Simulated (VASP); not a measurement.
# ScAl3N4 (P6_3mc) in VASP: further runs

One crystal, ScAl3N4, is run at these levels: PBE, PBEsol; tasks: relaxation of cell and atoms.

All numbers are computed with VASP 6.6.1; they aren't measurements. Logs are shortened: lines on timing, memory, paths and dates and some standing lists are left out, and cuts for length are marked.

### Step 1. The crystal as given

The structure is hexagonal, space group P6_3mc (No. 186). Conventional cell: a = 6.374 Å, b = 6.374 Å, c = 4.957 Å, α = 90.00°, β = 90.00°, γ = 120.00°. Sc (site symmetry 3m) is surrounded by 4 N at 1.89 to 1.93 Å. Al (site symmetry m) has 4 N at 1.89 to 1.93 Å as nearest neighbours. N (site symmetry 3m) is surrounded by 1 Sc at 1.89 Å and 3 Al at 1.93 Å. N (site symmetry m) has 3 Al at 1.89 to 1.93 Å and 1 Sc at 1.93 Å as nearest neighbours.

The cell comes from a database or a generator and needn't be the stable form of this composition.

### Step 2. Relaxation of cell and atoms, PBE

File INCAR:

```
SYSTEM = ScAl3N4
PREC = Accurate ; ENCUT = 520
EDIFF = 1E-6 ; ISMEAR = 0
SIGMA = 0.03 ; LREAL = .False.
LASPH = .True. ; NELM = 100
ALGO = Normal ; ISIF = 3
LWAVE = .False. ; LCHARG = .False.
GGA = PE ; IBRION = 2
NSW = 60 ; EDIFFG = -0.005
```

File KPOINTS:

```
Automatic mesh
0
Gamma
  4 4 5
  0 0 0
```

File POSCAR:

```
ScAl3N4
1.0
    6.3740000000      0.0000000000      0.0000000000
   -3.1870000000      5.5200459237      0.0000000000
    0.0000000000      0.0000000000      4.9570000000
Sc Al N
2 6 8
Direct
    0.1666666667      0.3333333333      0.0000000000
    0.8333333333      0.6666666667      0.5000000000
    0.1666666667      0.8333333333      0.0000000000
    0.6666666667      0.3333333333      0.0000000000
    0.6666666667      0.8333333333      0.0000000000
    0.3333333333      0.1666666667      0.5000000000
    0.3333333333      0.6666666667      0.5000000000
    0.8333333333      0.1666666667      0.5000000000
    0.1666666667      0.3333333333      0.3820000000
    0.1666666667      0.8333333333      0.3820000000
    0.6666666667      0.3333333333      0.3820000000
    0.6666666667      0.8333333333      0.3820000000
    0.3333333333      0.1666666667      0.8820000000
    0.3333333333      0.6666666667      0.8820000000
    0.8333333333      0.1666666667      0.8820000000
    0.8333333333      0.6666666667      0.8820000000
```

Potentials or basis: VASP PAW PBE potentials, release 64 (Sc_sv, Al, N).

Started as:

```bash
$ cat potpaw_PBE.64/Sc_sv/POTCAR potpaw_PBE.64/Al/POTCAR potpaw_PBE.64/N/POTCAR > POTCAR
$ mpirun -np 1 vasp_std > vasp.out
```

OUTCAR:

```text
SYSTEM = ScAl3N4
   PREC = Accurate
   ENCUT = 520
   EDIFF = 1E-6
   ISMEAR = 0
   LREAL = .False.
   LASPH = .True.
   NELM = 100
   ISIF = 3
   GGA = PE
   IBRION = 2
   NSW = 60
   EDIFFG = -0.005

 ion  position               nearest neighbor table
   1  0.167  0.333  0.000-   9 1.89  13 1.93  14 1.93  15 1.93   6 3.09   6 3.09   7 3.09   7 3.09
                             8 3.09   8 3.09   3 3.19   5 3.19   3 3.19   5 3.19   4 3.19   4 3.19
   2  0.833  0.667  0.500-  16 1.89  12 1.93  11 1.93  10 1.93   5 3.09   5 3.09   4 3.09   4 3.09
                             3 3.09   3 3.09   8 3.19   6 3.19   8 3.19   6 3.19   7 3.19   7 3.19
   3  0.167  0.833  0.000-  10 1.89  14 1.93  13 1.93  16 1.93   7 3.09   7 3.09   6 3.09   6 3.09
                             2 3.09   2 3.09   4 3.19   1 3.19   1 3.19   4 3.19   5 3.19   5 3.19
   4  0.667  0.333  0.000-  11 1.89  15 1.93  16 1.93  13 1.93   8 3.09   8 3.09   2 3.09   2 3.09
                             6 3.09   6 3.09   5 3.19   3 3.19   5 3.19   3 3.19   1 3.19   1 3.19
   5  0.667  0.833  0.000-  12 1.89  16 1.93  15 1.93  14 1.93   2 3.09   2 3.09   8 3.09   8 3.09
                             7 3.09   7 3.09   4 3.19   1 3.19   4 3.19   1 3.19   3 3.19   3 3.19
   6  0.333  0.167  0.500-  13 1.89   9 1.93  10 1.93  11 1.93   1 3.09   1 3.09   3 3.09   3 3.09
                             4 3.09   4 3.09   7 3.19   2 3.19   7 3.19   2 3.19   8 3.19   8 3.19
   7  0.333  0.667  0.500-  14 1.89  10 1.93   9 1.93  12 1.93   3 3.09   3 3.09   1 3.09   1 3.09
                             5 3.09   5 3.09   8 3.19   6 3.19   6 3.19   8 3.19   2 3.19   2 3.19
   8  0.833  0.167  0.500-  15 1.89  11 1.93  12 1.93   9 1.93   4 3.09   4 3.09   5 3.09   5 3.09
                             1 3.09   1 3.09   7 3.19   2 3.19   2 3.19   7 3.19   6 3.19   6 3.19
   9  0.167  0.333  0.382-   1 1.89   6 1.93   7 1.93   8 1.93
  10  0.167  0.833  0.382-   3 1.89   7 1.93   6 1.93   2 1.93
  11  0.667  0.333  0.382-   4 1.89   8 1.93   2 1.93   6 1.93
  12  0.667  0.833  0.382-   5 1.89   2 1.93   8 1.93   7 1.93
  13  0.333  0.167  0.882-   6 1.89   1 1.93   3 1.93   4 1.93
  14  0.333  0.667  0.882-   7 1.89   3 1.93   1 1.93   5 1.93
  15  0.833  0.167  0.882-   8 1.89   4 1.93   5 1.93   1 1.93
  16  0.833  0.667  0.882-   2 1.89   5 1.93   4 1.93   3 1.93

  LATTYP: Found a hexagonal cell.
 ALAT       =     6.3740000000
 C/A-ratio  =     0.7776906181

  Lattice vectors:

 A1 = (   6.3740000000,   0.0000000000,   0.0000000000)
 A2 = (  -3.1870000000,   5.5200459237,   0.0000000000)
 A3 = (   0.0000000000,   0.0000000000,   4.9570000000)

Analysis of symmetry for initial positions (statically):
=====================================================================
 Subroutine PRICEL returns:
 Original cell was already a primitive cell.

 Routine SETGRP: Setting up the symmetry group for a
 hexagonal supercell.

 Subroutine GETGRP returns: Found 12 space group operations
 (whereof  2 operations were pure point group operations)
 out of a pool of 24 trial point group operations.

The static configuration has the point symmetry C_1h.
 The point group associated with its full space group is C_6v.

Analysis of symmetry for dynamics (positions and initial velocities):
=====================================================================
 Subroutine PRICEL returns:
 Original cell was already a primitive cell.

 Routine SETGRP: Setting up the symmetry group for a
 hexagonal supercell.

 Subroutine GETGRP returns: Found 12 space group operations
 (whereof  2 operations were pure point group operations)
 out of a pool of 24 trial point group operations.

The dynamic configuration has the point symmetry C_1h.
 The point group associated with its full space group is C_6v.

 Subroutine INISYM returns: Found 12 space group operations
 (whereof  2 operations are pure point group operations),
 and found     1 'primitive' translations

----------------------------------------------------------------------------------------

                                     Primitive cell

  volume of cell :     174.4109

  direct lattice vectors                    reciprocal lattice vectors
     6.374000000  0.000000000  0.000000000     0.156887355  0.090578957  0.000000000
    -3.187000000  5.520045924  0.000000000     0.000000000  0.181157913  0.000000000
     0.000000000  0.000000000  4.957000000     0.000000000  0.000000000  0.201734920

  length of vectors
     6.374000000  6.374000000  4.957000000     0.181157913  0.181157913  0.201734920

  position of ions in fractional coordinates (direct lattice)
     0.166666667  0.333333333  0.000000000
     0.833333333  0.666666667  0.500000000
     0.166666667  0.833333333  0.000000000
     0.666666667  0.333333333  0.000000000
     0.666666667  0.833333333  0.000000000
     0.333333333  0.166666667  0.500000000
[... 44 lines left out ...]

  Length of vectors
     0.045289478  0.045289478  0.040346984

  Shift w.r.t. Gamma in fractional coordinates (k-lattice)
     0.000000000  0.000000000  0.000000000

 Subroutine IBZKPT returns following result:
 ===========================================

 Found     12 irreducible k-points:

 Following reciprocal coordinates:
            Coordinates               Weight
  0.000000  0.000000  0.000000      1.000000
  0.250000  0.000000  0.000000      6.000000
  0.500000  0.000000  0.000000      3.000000
  0.250000  0.250000  0.000000      6.000000
  0.000000  0.000000  0.200000      2.000000
  0.250000  0.000000  0.200000     12.000000
  0.500000  0.000000  0.200000      6.000000
  0.250000  0.250000  0.200000     12.000000
  0.000000  0.000000  0.400000      2.000000
  0.250000  0.000000  0.400000     12.000000
  0.500000  0.000000  0.400000      6.000000
  0.250000  0.250000  0.400000     12.000000
   k-points           NKPTS =     12   k-points in BZ     NKDIM =     12   number of bands    NBANDS=     49
   number of dos      NEDOS =    301   number of ions     NIONS =     16
   total plane-waves  NPLWV =  92160
   dimension x,y,z NGX =    48 NGY =   48 NGZ =   40
   dimension x,y,z NGXF=    96 NGYF=   96 NGZF=   80
   ions per type =               2   6   8
   NGX,Y,Z   is equivalent  to a cutoff of  12.52, 12.52, 13.42 a.u.
   NGXF,Y,Z  is equivalent  to a cutoff of  25.04, 25.04, 26.83 a.u.
 SYSTEM =  ScAl3N4
   PREC   = accura    normal or accurate (medium, high low for compatibility)
   ISTART =      0    job   : 0-new  1-cont  2-samecut
   ICHARG =      2    charge: 1-file 2-atom 10-const
   ISPIN  =      1    spin polarized calculation?
   LNONCOLLINEAR =      F non collinear calculations
   LSORBIT =      F    spin-orbit coupling
   LASPH  =      T    aspherical Exc in radial PAW
   ENCUT  =  520.0 eV  38.22 Ry    6.18 a.u.  11.85 11.85  9.22*2*pi/ulx,y,z
   NELM   =    100;   NELMIN=  2; NELMDL= -5     # of ELM steps
   EDIFF  = 0.1E-05   stopping-criterion for ELM
   LREAL  =      F    real-space projection
   EDIFFG = -.5E-02   stopping-criterion for IOM
   NSW    =     60    number of steps for IOM
   IBRION =      2    ionic relax: 0-MD 1-quasi-New 2-CG
   NFREE  =      1    steps in history (QN), initial steepest desc. (CG)
   ISIF   =      3    stress and relaxation
   ISYM   =      2    0-nonsym 1-usesym 2-fastsym
   POTIM  = 0.5000    time-step for ionic-motion
   TEBEG  =    0.0;   TEEND  =   0.0 temperature during run
   PSTRESS=    0.0 pullay stress
   NELECT =      80.0000    total number of electrons
   NUPDOWN=      -1.0000    fix difference up-down
   EMIN   =  10.00;   EMAX   =-10.00  energy-range for DOS
   EFERMI =   0.00;   METHOD = LEGACY
   ISMEAR =     0;   SIGMA  =   0.03  broadening in eV -4-tet -1-fermi 0-gaus
   EFERMI_NEDOS =   21; number of points for ismear=-14 and -15
   IALGO  =     38    algorithm
   IMIX   =      4    mixing-type and parameters
     AMIX     =   0.40;   BMIX     =  1.00
     AMIX_MAG =   1.60;   BMIX_MAG =  1.00
  volume/ion in A,a.u.               =      10.90        73.56
  Fermi-wavevector in a.u.,A,eV,Ry     =   1.262545  2.385864 21.687964  1.594020
  Thomas-Fermi vector in A             =   2.395948
   LORBIT       =      0    0 simple, 1 ext, 2 COOP (PROOUT), +10 PAW based schemes
   GGA     = PE    functional components
   LHFCALC =     F    Hartree Fock is set to
   AEXX    =    0.0000 exact exchange contribution
   IVDW    =     0    specifies the selected vdW correction
   LEPSILON=     F    determine dielectric tensor
   LRPA    =     F    only Hartree local field effects (RPA)
 conjugate gradient relaxation of ions
 non-spin polarized calculation
 Gauss-broadening in eV      SIGMA  =   0.03
  energy-cutoff  :      520.00
  volume of cell :      174.41
 maximum number of plane-waves:      4724
 NGX is ok and might be reduce to    48
   NGX = 23   NGY = 23   NGZ = 19

--------------------------------------- Ionic step        1  -------------------------------------------

 number of electron      80.0000007 magnetization

 Free energy of the ion-electron system (eV)
  ---------------------------------------------------
  ext. energy  EPLUGINS =         0.00000000
  ---------------------------------------------------
  free energy    TOTEN  =      -122.10532767 eV

  energy without entropy =     -122.10532767  energy(sigma->0) =     -122.10532767

------------------------ aborting loop because EDIFF is reached ----------------------------------------

  FORCE on cell =-STRESS in cart. coord.  units (eV):
  Direction    XX          YY          ZZ          XY          YZ          ZX
  --------------------------------------------------------------------------------------
  -------------------------------------------------------------------------------------
  Total       13.7666252     13.7666252     21.4337284      0.0000000      0.0000000      0.0000000
  in kB      126.4632683    126.4632683    196.8949770      0.0000000      0.0000000      0.0000000
  external PRESSURE =     149.9405045 kB  Pullay stress =       0.0000000 kB
[... 131 lines left out ...]
  FREE ENERGIE OF THE ION-ELECTRON SYSTEM (eV)
  ---------------------------------------------------
  free  energy   TOTEN  =      -124.0947507239 eV

  energy  without entropy=     -124.0947507239  energy(sigma->0) =     -124.09475072

[... ionic steps 4 to 12 ...]

--------------------------------------- Ionic step       13  -------------------------------------------

 number of electron      80.0000021 magnetization

------------------------ aborting loop because EDIFF is reached ----------------------------------------
[... 95 lines left out ...]
--------------------------------------- Ionic step       15  -------------------------------------------

 number of electron      80.0000021 magnetization

 Free energy of the ion-electron system (eV)
  ---------------------------------------------------
  ext. energy  EPLUGINS =         0.00000000
  ---------------------------------------------------
  free energy    TOTEN  =      -124.28938055 eV

  energy without entropy =     -124.28938055  energy(sigma->0) =     -124.28938055

 E-fermi :   5.1198     XC(G=0): -10.7363

 val. band max:        4.9244805354   @ k =   0.5000   0.0000   0.0000
 cond. band min:       8.6199090834   @ k =   0.0000   0.0000   0.0000
 fundamental gap:      3.6954285480
 Fermi energy:         5.1198397060

 k-point     1 :       0.0000    0.0000    0.0000
  band No.  band energies     occupation
      1     -42.0590      2.00000
      2     -42.0583      2.00000
      3     -20.8260      2.00000
      4     -20.8260      2.00000
      5     -20.8196      2.00000
      6     -20.8196      2.00000
[... 656 lines left out ...]
  FREE ENERGIE OF THE ION-ELECTRON SYSTEM (eV)
  ---------------------------------------------------
  free  energy   TOTEN  =      -124.2893805506 eV

  energy  without entropy=     -124.2893805506  energy(sigma->0) =     -124.28938055

 reached required accuracy - stopping structural energy minimisation
```

Wall time 15 min (1 thread of Intel Xeon Platinum 8259CL at 2.50GHz (Skylake/Cascade Lake), shared host); peak memory 0.35 GiB.

What came out:

```yaml
Free_energy: -124.2894 eV
Relaxed_volume: 11.54 Å³/atom
Relaxed_cell: a = 6.485 Å, b = 6.485 Å, c = 5.070 Å, α = 90.00°, β = 90.00°, γ = 120.00°
Space_group_after_relaxing_to_0.05_Å: P6_3mc (No. 186)
Energy_gained_by_relaxing: 136.5 meV/atom
Ionic_steps: 15
Pressure_after_relaxing: 0.0 GPa
Band_gap_on_the_k_mesh: 3.70 eV, indirect (least direct gap 3.71 eV)
```

Forces in eV/Å, atoms in the order of the input:
```
Sc   0.000  0.000 -0.001
Sc   0.000  0.000 -0.001
Al  -0.002 -0.001  0.000
Al   0.000  0.003  0.000
Al   0.002 -0.001  0.000
Al  -0.002  0.001  0.000
Al   0.000 -0.003  0.000
Al   0.002  0.001  0.000
N    0.000  0.000  0.000
N    0.002  0.001  0.001
N    0.000 -0.002  0.001
N   -0.002  0.001  0.001
N    0.002 -0.001  0.001
N    0.000  0.002  0.001
N   -0.002 -0.001  0.001
N    0.000  0.000  0.000
```

Step by step:
```csv
step,energy change (eV),largest force (eV/Å),pressure (GPa),volume (Å³)
1,0.0000,4.1057,14.99,174.41
2,-1.1497,1.1589,-13.38,201.42
3,-1.9894,0.6682,-4.28,189.44
4,-1.9901,0.6637,-3.98,189.14
5,-2.1738,0.1654,1.33,183.37
6,-2.1746,0.1813,0.99,183.70
7,-2.1828,0.0451,-0.20,184.94
8,-2.1829,0.0558,-0.07,184.81
9,-2.1836,0.0154,-0.03,184.76
10,-2.1836,0.0151,-0.02,184.75
11,-2.1839,0.0112,0.01,184.68
12,-2.1840,0.0170,0.03,184.66
13,-2.1840,0.0091,-0.01,184.69
14,-2.1840,0.0062,-0.03,184.70
15,-2.1841,0.0026,0.04,184.65
```

Final structure:
```
CELL_PARAMETERS angstrom
6.48461 0.00000 0.00000
-3.24230 5.61583 0.00000
0.00000 0.00000 5.07044
ATOMIC_POSITIONS crystal
Sc 0.16667 0.33333 0.98730
Sc 0.83333 0.66667 0.48730
Al 0.17531 0.83766 0.00008
Al 0.66234 0.32469 0.00008
Al 0.66234 0.83766 0.00008
Al 0.33766 0.16234 0.50008
Al 0.33766 0.67531 0.50008
Al 0.82469 0.16234 0.50008
N 0.16667 0.33333 0.41399
N 0.18698 0.84349 0.37549
N 0.65651 0.31302 0.37549
N 0.65651 0.84349 0.37549
N 0.34349 0.15651 0.87549
N 0.34349 0.68698 0.87549
N 0.81302 0.15651 0.87549
N 0.83333 0.66667 0.91399
```

Caveat: an odd mesh through Γ misses points on the zone boundary, where band edges often lie.

(Continued in part 2 of 2.)
